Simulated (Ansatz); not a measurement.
# P (Cmce), an elastic constant from a strain scan

Level of theory: DFT PBE+D3(BJ), scalar-relativistic, plane waves, PAW (Ansatz). The runs took a 420 eV cutoff, a Γ-centred 16×16×12 mesh and Gaussian smearing (0.15 eV). No spin polarisation. Energies are free energies at this smearing, counted from the undisturbed cell; pressure is positive in compression.

Zero of the scan (relaxed at this level):

```
P
1.0
     1.66126   -5.09576    0.00000
     1.66126    5.09576    0.00000
     0.00000    0.00000    4.16686
P
4
Direct
  0.10638 0.89362 0.92810
  0.60638 0.39362 0.57190
  0.89362 0.10638 0.07190
  0.39362 0.60638 0.42810
```

The cell is strained by ε times the Voigt pattern (1, 1, 0, 0, 0, 0) (xx, yy, zz, yz, xz, xy; engineering shear) with fractional coordinates fixed. The cell holds 4 atoms in V0 = 70.55 Å³. The stress column is τ = (1/V0) dE/dε, got from the stress tensor σ (compression positive) at each point as −det(1 + εP) σ : P(1 + εP)⁻¹, with P the pattern as a tensor.

```
      ε  ΔE (meV/atom)  τ (GPa)
-0.0200         10.499   -9.764
-0.0150          5.836   -7.191
-0.0100          2.565   -4.708
-0.0050          0.635   -2.315
 0.0000          0.000   -0.008
 0.0050          0.611    2.217
 0.0100          2.425    4.363
 0.0150          5.399    6.435
 0.0175          7.310    7.444
 0.0200              ?        ?
```

Problem. Which combination of elastic constants does this scan measure, and how large is it?

Solution. For small ε, τ = τ0 + Kε with K = pᵀCp, which for this pattern is C11 + C22 + 2 C12 in the Cartesian frame shown. The parabola through τ at ε = -0.0050, 0 and 0.0050 has slope K = 453 GPa at zero. The energies per cell, E = NΔE, of the same two points give K = 2[E(ε₊)/ε₊ − E(ε₋)/ε₋]/[(ε₊ − ε₋)V0] = 453 GPa, in agreement. These are clamped-ion values.

Problem. Predict the withheld row at ε = 0.0200 from the harmonic law, and compare.

Solution. ΔE = V0(τ0 ε + Kε²/2)/N = 9.960 meV/atom and τ = 9.06 GPa. The calculation gives 9.495 meV/atom and 8.44 GPa, a miss of 4.7 % of the harmonic energy, so the harmonic law still holds on this side, though at ε = -0.0200 the energy lies 5 % above it.

Forces appear on the atoms along this scan, and letting them relax would lower the energy and soften the response. In a metal these slopes depend on the k mesh and the smearing.

Cost: 10 runs of about 2.4 core-minutes in all, on Intel Xeon 6975P-C (Granite Rapids) (shared hosts).